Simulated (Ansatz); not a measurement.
**What a change of settings does to a run on Ir**

The cell comes from COD entry 9008470, which wasn't checked; take it as a given geometry.

First run: DFT, PBEsol, PAW with Ansatz's default frozen-core files, scalar-relativistic (Ansatz 0.2.0).

Command: `ansatz run input.yaml --threads 1 --pin off --max-ram 2048MiB --backend cpu --events-out ev --progress --plain --runs-dir out` The run took 2.1 s on 1 thread of Intel(R) Xeon(R) Platinum 8559C (Emerald Rapids), with other jobs on the host, peak memory 0.41 GiB.

```yaml
crystal:
  lattice:
    - [0.0, 1.9197, 1.9197]
    - [1.9197, 0.0, 1.9197]
    - [1.9197, 1.9197, 0.0]
  atoms:
    - { symbol: Ir, position: [0.0, 0.0, 0.0] }
kpoints:
  mp_grid: { grid: [15, 15, 15] }
  band_path:
    path:
      - [0.0, 0.0, 0.0]
      - [0.5, 0.0, 0.5]
      - [0.625, 0.25, 0.625]
      - [0.375, 0.375, 0.75]
      - [0.0, 0.0, 0.0]
      - [0.5, 0.5, 0.5]
      - [0.5, 0.25, 0.75]
      - [0.5, 0.0, 0.5]
    npoints: 5
scf:
  occupations: { method: fermi_dirac, width: 0.05 }
hamiltonian:
  xc: pbesol
  pseudopotentials: { kind: paw }
output:
  forces: true
  stress: true
  eigenvalues: true
  efg: { contact_densities: true }
```

Result: converged; pressure -2.79 GPa; 6 SCF iterations.

No spin–orbit coupling, which matters for the heavy atoms here.

The input is then changed:

```diff
@@ -20,5 +20,5 @@
     npoints: 5
 scf:
-  occupations: { method: fermi_dirac, width: 0.05 }
+  occupations: { method: fermi_dirac, width: 0.3 }
 hamiltonian:
   xc: pbesol
@@ -29,3 +29,6 @@
   eigenvalues: true
   efg: { contact_densities: true }
+basis:
+  ecutwfc: "51.4 Ry"
+  xc_grid: 3
```

Q: What does the second run give?

A: It converged; energy at zero smearing +4.4 meV/atom from the first run; pressure 0.05 GPa; 6 SCF iterations. Some of these settings are too coarse for converged properties.

The results part of its log:

```
SCF 1 converged in 6 iterations: F = -11799.178702 eV  dr2 = 4.23e-10
  greatest PAW one-centre occupation: 1.000 electrons in one spin orbital (limit 2), on the Ir atom at site 0 (counted from 0), in its partial waves of l = 0
NSCF: frozen V_eff on 36 k-points
SCF converged after 6 iterations
Free energy (F): -11799.178702 eV
Harris-Foulkes:  -11799.178702 eV  (|F-HF|=2.66e-10)
Internal energy: -11798.891521 eV  (E = F + TS)
E sigma→0 (E₀):  -11799.035111 eV
Entropy (-TS):   -0.287181 eV (-287.181 meV/atom)
Fermi energy:    25.603332 eV
--- Per-component energies (eV) ---
  E_band       = -85.171964
  E_kinetic    = 623.418790
  E_local      = -1066.645585  (includes V_loc(G=0)·N_el)
  E_nonlocal   = 75.891787
  E_hartree    = 408.234391
  E_xc         = -266.556507
  E_vxc        = -299.770712  (∫ρ·V_xc dr)
  E_paw        = -9088.750448  (= ΣΔE_a)
  E_vpaw       = -234.535724  (= ΣTr[D̂ρ^β])
  E_aug_tail   = -0.000021  (compensation charges beyond the density's cutoff)
  E_ewald      = -2484.749213
  E_core_change = 0.265285  (= ΣΔE_core)
  E_smearing   = -0.287181  (= −TS)
  E_closure    = 0.000000  (closes the sum)
  Σ components = -11799.178702   (vs F -11799.178702, Δ=0.00e0)
--- Forces (eV/Å), atoms counted from 1 ---
  atom   1  Ir    -0.00000000     0.00000000    -0.00000000
  max |Σ_I F_I| component: 1.64e-32 eV/Å
--- Stress (GPa, compression-positive) ---
        0.046989       0.000000      -0.000000
        0.000000       0.046989       0.000000
       -0.000000       0.000000       0.046989
  P = ⅓ Tr σ = 0.0470 GPa (0.470 kbar)
--- PAW observables at the nuclei: V_zz in 10²¹ V/m², potentials from the cell's mean, atoms counted from 1 ---
  atom   1  Ir V_zz =    -0.000000   η = 0.0000   by run symmetry: forbidden
            electrostatic potential = -15798.234002 V   contact ρ = 11152099.114355 e/Å³
--- Band table (eV; the first three rows and the last of 120) ---
  k-point 0: bands = ["-67.2271", "-23.6763", "-23.6763", "-23.6763", "14.4684", "21.7584", "21.7584", "21.7584", "24.4724", "24.4724", "39.2193", "44.7122", "44.7122"]
  k-point 1: bands = ["-67.2242", "-23.7120", "-23.6812", "-23.6812", "14.6672", "21.6517", "21.8437", "21.8437", "24.4163", "24.4163", "39.5635", "43.8207", "45.0437"]
  k-point 2: bands = ["-67.2162", "-23.8121", "-23.6950", "-23.6950", "15.2326", "21.3983", "22.0505", "22.0505", "24.3160", "24.3160", "40.4605", "42.1681", "45.9995"]
  k-point 119: bands = ["-67.1396", "-24.2200", "-24.1841", "-23.9684", "19.3711", "20.4204", "21.0849", "23.9016", "27.0447", "33.1677", "34.4246", "35.4458", "39.1559"]
```
